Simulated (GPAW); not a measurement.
# CdSe (Fm-3m) in GPAW: notebook

One crystal, CdSe, is run at these levels: LDA, PBE, PBE+D4; tasks: single point.

All numbers are computed with GPAW 26.7.0; they aren't measurements. Logs are shortened: lines on timing, memory, paths and dates and some standing lists are left out, and cuts for length are marked. The log counts tension as positive stress, the text compression.

**1. The crystal as given**

It takes space group Fm-3m (No. 225, cubic). The conventional cell has a = 5.748 Å, b = 5.748 Å, c = 5.748 Å, α = 90.00°, β = 90.00°, γ = 90.00°. Cd (site symmetry m-3m) is surrounded by 6 Se at 2.87 Å. Se (site symmetry m-3m) has 6 Cd at 2.87 Å as nearest neighbours.

Measurements of this composition are mostly on another form, of space group No. 186.

**2. Single point, LDA**

Contents of run.py:

```python
from ase.dft.bandgap import bandgap
from ase.io import read, write
from ase.units import GPa
from gpaw import GPAW, PW

atoms = read('CdSe.xyz')

calc = GPAW(mode=PW(600),
            xc='LDA',
            kpts={'size': (8, 8, 8), 'gamma': True},
            occupations={'name': 'methfessel-paxton', 'order': 0, 'width': 0.1},
            nbands=18,
            convergence={'density': 1e-05, 'energy': 1e-05},
            maxiter=150,
            txt='gpaw.txt')
atoms.calc = calc
energy = atoms.get_potential_energy()
forces = atoms.get_forces()
stress = atoms.get_stress()
calc.write('gs.gpw')
write('result.traj', atoms)
print(f'Energy: {energy:.6f} eV')
print('Forces (eV/A):')
print(forces.round(4))
print('Stress (GPa):', (stress / GPa).round(3))
print('Fermi level:', round(calc.get_fermi_level(), 4), 'eV')
print(f'Gap: {bandgap(calc)[0]:.4f} eV, direct: {bandgap(calc, direct=True)[0]:.4f} eV')
```

Contents of CdSe.xyz:

```xyz
2
Lattice="0.0000000000 2.8739580000 2.8739580000 2.8739580000 0.0000000000 2.8739580000 2.8739580000 2.8739580000 0.0000000000" Properties=species:S:1:pos:R:3 pbc="T T T"
Cd     0.0000000000      0.0000000000      0.0000000000
Se     2.8739580000      2.8739580000      2.8739580000
```

Potentials or basis: the program's PAW data sets (release 1.2.1) made for this functional, pw.

Run with:

```sh
OMP_NUM_THREADS=1 python run.py
```

gpaw.txt:

```text
__  _  _
 | _ |_)|_||  |
 |__||  | ||/\| - 26.7.0

Input parameters:
  mode=PW(ecut=600.0),
  convergence={'density': 1e-05, 'energy': 1e-05},
  kpts=MonkhorstPack(size=(8, 8, 8), gamma=True),
  maxiter=150,
  nbands=18,
  occupations=Occupations(name='methfessel-paxton', order=0, width=0.1),
  xc=XC(name='LDA')

Diagonalizing LCAO Hamiltonian
Converting LCAO to pw mode

                Se

       Cd

Atoms  # Å, Bohr magnetons
|   | symbol |        x |        y |        z |    initial magnetic moments |
|---|--------|----------|----------|----------|-----------------------------|
| 0 |     Cd | 0.000000 | 0.000000 | 0.000000 | ( 0.0000,  0.0000,  0.0000) |
| 1 |     Se | 2.873958 | 2.873958 | 2.873958 | ( 0.0000,  0.0000,  0.0000) |

Unit cell  # Å
| periodic |        x |        y |        z |  lengths |    angles |
|----------|----------|----------|----------|----------|-----------|
|      yes | 0.000000 | 2.873958 | 2.873958 | 4.064390 | 60.000000 |
|      yes | 2.873958 | 0.000000 | 2.873958 | 4.064390 | 60.000000 |
|      yes | 2.873958 | 2.873958 | 0.000000 | 4.064390 | 60.000000 |

Number of symmetries: 48
Symmetry operations  # r_c * U_cc + t_c -> r_c
|    | kind |            matrix            |
|----|------|------------------------------|
|  0 |  σ   |  1, 0, 0,  1, 0,-1,  1,-1, 0 |
|  1 |  C2  |  1, 0, 0,  1,-1, 0,  1, 0,-1 |
|  2 |  E   |  1, 0, 0,  0, 1, 0,  0, 0, 1 |
|  3 |  σ   |  1, 0, 0,  0, 0, 1,  0, 1, 0 |
|  4 |  C4  |  1, 0,-1,  1, 0, 0,  1,-1, 0 |
|  5 |  S6  |  1, 0,-1,  1,-1, 0,  1, 0, 0 |
|  6 |  σ   |  1, 0,-1,  0, 1,-1,  0, 0,-1 |
|  7 |  C3  |  1, 0,-1,  0, 0,-1,  0, 1,-1 |
|  8 |  S6  |  1,-1, 0,  1, 0, 0,  1, 0,-1 |
|  9 |  C4  |  1,-1, 0,  1, 0,-1,  1, 0, 0 |
| 10 |  C3  |  1,-1, 0,  0,-1, 1,  0,-1, 0 |
| 11 |  σ   |  1,-1, 0,  0,-1, 0,  0,-1, 1 |
| 12 |  σ   |  0, 1, 0,  1, 0, 0,  0, 0, 1 |
| 13 |  C4  |  0, 1, 0,  0, 1,-1, -1, 1, 0 |
| 14 |  C3  |  0, 1, 0,  0, 0, 1,  1, 0, 0 |
| 15 |  S6  |  0, 1, 0, -1, 1, 0,  0, 1,-1 |
| 16 |  C2  |  0, 1,-1,  1, 0,-1,  0, 0,-1 |
| 17 |  σ   |  0, 1,-1,  0, 1, 0, -1, 1, 0 |
| 18 |  S4  |  0, 1,-1,  0, 0,-1,  1, 0,-1 |
| 19 |  C4  |  0, 1,-1, -1, 1, 0,  0, 1, 0 |
| 20 |  C3  |  0, 0, 1,  1, 0, 0,  0, 1, 0 |
| 21 |  σ   |  0, 0, 1,  0, 1, 0,  1, 0, 0 |
| 22 |  S6  |  0, 0, 1,  0,-1, 1, -1, 0, 1 |
| 23 |  C4  |  0, 0, 1, -1, 0, 1,  0,-1, 1 |
| 24 |  S4  |  0, 0,-1,  1, 0,-1,  0, 1,-1 |
| 25 |  C3  |  0, 0,-1,  0, 1,-1,  1, 0,-1 |
| 26 |  C2  |  0, 0,-1,  0,-1, 0, -1, 0, 0 |
| 27 |  S6  |  0, 0,-1, -1, 0, 0,  0,-1, 0 |
| 28 |  S4  |  0,-1, 1,  1,-1, 0,  0,-1, 0 |
| 29 |  C4  |  0,-1, 1,  0, 0, 1, -1, 0, 1 |
| 30 |  C2  |  0,-1, 1,  0,-1, 0,  1,-1, 0 |
| 31 |  σ   |  0,-1, 1, -1, 0, 1,  0, 0, 1 |
| 32 |  C3  |  0,-1, 0,  1,-1, 0,  0,-1, 1 |
| 33 |  S6  |  0,-1, 0,  0, 0,-1, -1, 0, 0 |
| 34 |  S4  |  0,-1, 0,  0,-1, 1,  1,-1, 0 |
| 35 |  C2  |  0,-1, 0, -1, 0, 0,  0, 0,-1 |
| 36 |  C2  | -1, 1, 0,  0, 1, 0,  0, 1,-1 |
| 37 |  S6  | -1, 1, 0,  0, 1,-1,  0, 1, 0 |
| 38 |  S4  | -1, 1, 0, -1, 0, 1, -1, 0, 0 |
| 39 |  C3  | -1, 1, 0, -1, 0, 0, -1, 0, 1 |
| 40 |  S6  | -1, 0, 1,  0, 0, 1,  0,-1, 1 |
| 41 |  C2  | -1, 0, 1,  0,-1, 1,  0, 0, 1 |
| 42 |  C3  | -1, 0, 1, -1, 1, 0, -1, 0, 0 |
| 43 |  S4  | -1, 0, 1, -1, 0, 0, -1, 1, 0 |
| 44 |  C2  | -1, 0, 0,  0, 0,-1,  0,-1, 0 |
| 45 |  i   | -1, 0, 0,  0,-1, 0,  0, 0,-1 |
| 46 |  σ   | -1, 0, 0, -1, 1, 0, -1, 0, 1 |
| 47 |  C2  | -1, 0, 0, -1, 0, 1, -1, 1, 0 |

BZ-sampling:
  Number of BZ points: 512
  Number of IBZ points: 29

  Monkhorst-Pack size: [8, 8, 8]
  Monkhorst-Pack shift: [0.0625, 0.0625, 0.0625]

K-points  # in reciprocal-cell coordinates
|     |                                coordinates |     weight |
|-----|--------------------------------------------|------------|
|   0 | (  0.00000000,   0.00000000,   0.00000000) | 0.00195312 |
|   1 | (  0.12500000,   0.12500000,   0.00000000) | 0.01171875 |
|   2 | (  0.12500000,   0.12500000,   0.12500000) | 0.01562500 |
|   3 | (  0.25000000,   0.12500000,   0.12500000) | 0.02343750 |
|   4 | (  0.25000000,   0.25000000,   0.00000000) | 0.01171875 |
|   5 | (  0.25000000,   0.25000000,   0.12500000) | 0.04687500 |
|   6 | (  0.25000000,   0.25000000,   0.25000000) | 0.01562500 |
|   7 | (  0.37500000,   0.25000000,  -0.37500000) | 0.04687500 |
|   8 | (  0.37500000,   0.25000000,   0.12500000) | 0.04687500 |
|   9 | (  0.37500000,   0.25000000,   0.25000000) | 0.04687500 |
| ... |                                            |            |
|  28 | (  0.50000000,   0.50000000,   0.50000000) | 0.00781250 |

Plane wave coefficients: 1604
Cutoff: 600.0 eV

Spin-components: 1 (collinear spins)
Bands:           18
Projectors:      11
Spin-degeneracy: 2
Datatype:        complex128

Parallelization:
  kpt:    1
  domain: 1
  band:   1

Density:
  Valence electrons: 18.0
  Components: 1
  Grid points: [24 24 24]
  Charge: 0.0  # |e|

Potential:
  Grid points: [24 24 24]

species:
  Cd:
    name:    Cadmium
    Z:       48.0
    valence: 12
    core:    36
    charge:  0.0  # [|e|]
    compensation charges:
      type: gauss
      rc: 0.38  # [Å]
      lmax: 2
    cutoffs:
      filter: 2.12  # [Å]
      core: 2.62  # [Å]
    projectors
    | kind |    occ | energy [eV] | rcut [Å] |
    |------|--------|-------------|----------|
    |   5s |  2.000 |      -5.950 |    1.191 |
    |   5p |  0.000 |      -1.328 |    1.228 |
    |   4d | 10.000 |     -11.904 |    1.164 |
    |    s |        |      21.261 |    1.191 |
    |    p |        |      25.883 |    1.228 |
    |    d |        |      15.307 |    1.164 |

    Using partial waves for Cd as LCAO basis

  Se:
    name:    Selenium
    Z:       34.0
    valence: 6
    core:    28
    charge:  0.0  # [|e|]
    compensation charges:
      type: gauss
      rc: 0.27  # [Å]
      lmax: 2
    cutoffs:
      filter: 1.77  # [Å]
      core: 2.67  # [Å]
    projectors
    | kind |    occ | energy [eV] | rcut [Å] |
    |------|--------|-------------|----------|
    |   4s |  2.000 |     -17.472 |    0.847 |
    |   4p |  4.000 |      -6.656 |    1.005 |
    |    s |        |       9.739 |    0.847 |
    |    p |        |      20.555 |    1.005 |
    |    d |        |       0.000 |    0.847 |

    Using partial waves for Se as LCAO basis

Reference energy: -218053.140292  # eV

eigensolver:
  PPCG
  Converge bands: occupied
  niter=2

density mixing:
  MSR1-Mixer
  Pratt-step length: 0.05
  Maximum mixing coefficient: 0.75
  Old densities: 10
  SVD Regularization: 0.005
  Good broyden scale: 1.0
  Trust region scale: 1.0
  Backstep threshold: 4.0
  History deletion threshold: 6.0
  Fourier metric: weight=20.0, sigma=0.015

occupation numbers:
  Methfessel-Paxton:
    width: 0.1000  # eV
    order: 0

poisson solver:
  ecut: 4800.0  # eV

xc functional:
  name: None

convergence criteria:
- Maximum integral of absolute [dens]ity change: 1e-05 electrons / valence electron
- Maximum [total energy] change in last 3 cyles: 1e-05 eV / valence electron
- Maximum integral of absolute [eigenst]ate change: 4e-08 eV^2 / valence electron
maximum number of iterations: 150

SCF iterations
|iter     | |      energy | eigst |  dens |
|---------|-|-------------|-------|-------|
|iter:   1| |   -7.106630 | -0.71 |       |
|iter:   2| |   -7.019617 | -2.64 | -1.19 |
|iter:   3| |   -6.715421 | -1.69 | -1.23 |
|iter:   4| |   -6.709847 | -3.80 | -1.81 |
|iter:   5| |   -6.708912 | -4.18 | -2.32 |
|iter:   6| |   -6.708918 | -5.91 | -3.08 |
|iter:   7| |   -6.708918c| -7.04 | -3.64 |
|iter:   8| |   -6.708919c| -7.63c| -4.69 |
|iter:   9| |   -6.708919c| -8.42c| -5.69c|

Converged in 9 steps
Energy contributions relative to reference atoms: (reference = -218053.140292)

Energy contributions:
  Kinetic:          11.585001
  Coulomb:         -10.364660
  Zero:              0.040149
  External:          0.000000
  Xc:               -7.968248
  Entropy:          -0.002322
  Spinorbit:         0.000000
  ----------------------------
  Free energy:      -6.710080
  Extrapolated:     -6.708919

dipole moment: (-18.967208, -18.967208, -18.967208)  # |e|*Ang

Fermi level: 5.207
Eigenvalues  # (at kpt = [0.000, 0.000, 0.000])
| band index |      eig [eV] | occ [0-2] |
|------------|---------------|-----------|
|          0 |        -7.812 |     2.000 |
|        ... |               |           |
|          2 |        -2.716 |     2.000 |
|          3 |        -2.694 |     2.000 |
|          4 |        -2.694 |     2.000 |
|          5 |        -2.694 |     2.000 |
|          6 |         4.499 |     2.000 |
|          7 |         4.499 |     2.000 |
[... 8 lines left out ...]
|         16 |        15.128 |     0.000 |
|         17 |        16.918 |     0.000 |

No gap
No difference between direct/indirect transitions

Forces  # eV/Ang
|        x |       y |        z |
|----------|---------|----------|
| -0.00000 | 0.00000 |  0.00000 |  # Cd   0
| -0.00000 | 0.00000 | -0.00000 |  # Se   1

Stress tensor  # eV/Ang^3
|         x |         y |         z |
|-----------|-----------|-----------|
|  0.038522 |  0.000000 | -0.000000 |
|  0.000000 |  0.038522 | -0.000000 |
| -0.000000 | -0.000000 |  0.038522 |

# Writing to gs.gpw (mode='')
```

It took 16 s on 1 thread of Arm Neoverse V1, shared host; peak memory 0.16 GiB.

What came out:

| Quantity | Value |
| --- | --- |
| Free energy | -6.7101 eV |
| Pressure | -6.2 GPa |
| Band gap on the k mesh | none (metal or under the smearing width) |

Levels at points of the mesh, in eV from the Fermi level:
```tsv
k point	band 6	band 7	band 8	band 9	band 10	band 11	band 12	band 13
(0.00, 0.00, 0.00)	-7.90	-0.71	-0.71	-0.71	-0.24	8.59	8.59	8.59
(0.50, 0.50, 0.00)	-7.24	-4.19	-2.15	-2.15	-0.74	5.38	9.42	9.98
(0.50, 0.50, 0.50)	-7.76	-5.06	-0.10	-0.10	2.78	5.04	5.04	5.65
```

**3. Single point, PBE**

Edit run.py of step 2 so:

```diff
@@ -1,3 +1,4 @@
+from ase import Atoms
 from ase.dft.bandgap import bandgap
-from ase.io import read, write
+from ase.io import write
 from ase.units import GPa
@@ -5,8 +6,14 @@
 
-atoms = read('CdSe.xyz')
+atoms = Atoms(['Cd', 'Se'],
+              cell=[[0.0, 2.873958, 2.873958],
+                    [2.873958, 0.0, 2.873958],
+                    [2.873958, 2.873958, 0.0]],
+              scaled_positions=[[0.0, 0.0, 0.0],
+                                [0.5, 0.5, 0.5]],
+              pbc=True)
 
 calc = GPAW(mode=PW(600),
-            xc='LDA',
+            xc='PBE',
             kpts={'size': (8, 8, 8), 'gamma': True},
-            occupations={'name': 'methfessel-paxton', 'order': 0, 'width': 0.1},
+            occupations={'name': 'methfessel-paxton', 'order': 0, 'width': 0.05},
             nbands=18,
```

Potentials or basis: GPAW PAW data sets (gpaw-data 1.2.1), pw.

Run with:

```sh
OMP_NUM_THREADS=1 python run.py
```

It took 16 s on 1 thread of Arm Neoverse V1, shared host; peak memory 0.16 GiB.

Results (log left out):

| Quantity | Value |
| --- | --- |
| Free energy | -5.3899 eV |
| Pressure | -0.5 GPa |
| Band gap on the k mesh | none (metal or under the smearing width) |

Levels at points of the mesh, in eV from the Fermi level:
```tsv
k point	band 5	band 6	band 7	band 8	band 9	band 10	band 11	band 12	band 13	band 14
(0.00, 0.00, 0.00)	-7.88	-7.88	-0.66	-0.66	-0.66	0.05	8.64	8.64	8.64	9.70
(0.50, 0.50, 0.00)	-7.70	-7.22	-4.11	-2.09	-2.09	-0.49	5.47	9.64	10.23	10.23
(0.50, 0.50, 0.50)	-7.75	-7.75	-4.95	-0.07	-0.07	2.98	5.21	5.21	5.88	11.21
```

**4. Single point, PBE+D4 (atoms moved at random, drawn with an rms of 0.15 Å)**

Contents of run.py:

```python
from ase.calculators.mixing import SumCalculator
from ase.dft.bandgap import bandgap
from ase.io import read, write
from ase.units import Bohr, GPa
from dftd4.ase import DFTD4
from gpaw import GPAW, PW
from gpaw.elf import elf_from_dft_calculation

atoms = read('CdSe.xyz')

calc = GPAW(mode=PW(600),
            xc='PBE',
            kpts={'size': (8, 8, 8), 'gamma': True},
            occupations={'name': 'methfessel-paxton', 'order': 0, 'width': 0.05},
            nbands=18,
            convergence={'density': 1e-05, 'energy': 1e-05},
            maxiter=150,
            txt='gpaw.txt')
atoms.calc = SumCalculator([calc, DFTD4(method='pbe')])
energy = atoms.get_potential_energy()
forces = atoms.get_forces()
stress = atoms.get_stress()
calc.write('gs.gpw')
write('result.traj', atoms)
print(f'Energy: {energy:.6f} eV')
print('Forces (eV/A):')
print(forces.round(4))
print('Stress (GPa):', (stress / GPa).round(3))
print('Fermi level:', round(calc.get_fermi_level(), 4), 'eV')
print(f'Gap: {bandgap(calc)[0]:.4f} eV, direct: {bandgap(calc, direct=True)[0]:.4f} eV')

# fields on the real-space grid
write('density.cube', atoms, data=calc.get_pseudo_density() * Bohr**3)
write('potential.cube', atoms, data=calc.get_electrostatic_potential())
write('elf.cube', atoms, data=elf_from_dft_calculation(calc).data)
```

Contents of CdSe.xyz:

```xyz
2
Lattice="0.0000000000 2.8739580000 2.8739580000 2.8739580000 0.0000000000 2.8739580000 2.8739580000 2.8739580000 0.0000000000" Properties=species:S:1:pos:R:3 pbc="T T T"
Cd     0.0052852088      0.0939525610     -0.0224111245
Se     2.7852820259      2.9283534031      2.7709323536
```

Run with:

```sh
OMP_NUM_THREADS=1 python run.py
```

It took 2.1 min on 1 thread of Arm Neoverse V1, shared host; peak memory 0.35 GiB.

Results (log left out):

| Item | Value |
| --- | --- |
| Free energy | -6.1624 eV |
| Pressure | -2.7 GPa |
| Largest force | 0.128 eV/Å |
| Band gap on the k mesh | none (metal or under the smearing width) |
| Dispersion energy per atom | -0.390 eV |

Forces on the atoms (eV/Å):
```
Cd  -0.095 -0.035 -0.078
Se   0.095  0.035  0.078
```

Stress tensor (GPa, compression positive):
```
-2.51 -0.03 -0.06
-0.03 -3.05 -0.02
-0.06 -0.02 -2.68
```

Levels at points of the mesh, in eV from the Fermi level:
```tsv
k point	band 7	band 8	band 9	band 10	band 11	band 12
(0.00, 0.00, 0.00)	-0.64	-0.63	-0.62	0.07	8.47	8.56
(0.00, 0.00, 0.50)	-4.95	-0.09	-0.08	3.01	5.25	5.26
(0.00, 0.50, 0.00)	-4.94	-0.08	-0.07	3.00	5.23	5.26
(0.00, 0.50, 0.50)	-4.12	-2.08	-2.07	-0.44	5.45	9.67
(0.50, 0.00, 0.00)	-4.95	-0.09	-0.08	3.02	5.25	5.26
(0.50, 0.00, 0.50)	-4.10	-2.08	-2.07	-0.44	5.43	9.65
(0.50, 0.50, 0.00)	-4.11	-2.08	-2.06	-0.44	5.45	9.66
(0.50, 0.50, 0.50)	-4.92	-0.07	-0.06	2.98	5.22	5.24
```

Caveat: pairwise dispersion overbinds metals, which lowers pressure and volume.

**5. Overview**

```csv
level,potentials or basis,cell,smearing,gap on the mesh (eV),pressure (GPa)
LDA,"the program's PAW data sets (release 1.2.1) made for this functional, pw",as given,gaussian 0.1 eV,none,-6.2
PBE,"GPAW PAW data sets (gpaw-data 1.2.1), pw",as given,gaussian 0.05 eV,none,-0.5
PBE+D4,"GPAW PAW data sets (gpaw-data 1.2.1), pw","atoms moved at random, drawn with an rms of 0.15 Å",gaussian 0.05 eV,none,-2.7
```

Alike in all rows: task single point; no spin polarisation; k mesh 8 × 8 × 8; cutoff (eV) 600.

Caveats: pairwise dispersion overbinds metals, which lowers pressure and volume (some runs).

Absolute energies hang on the potentials; compare differences alone.
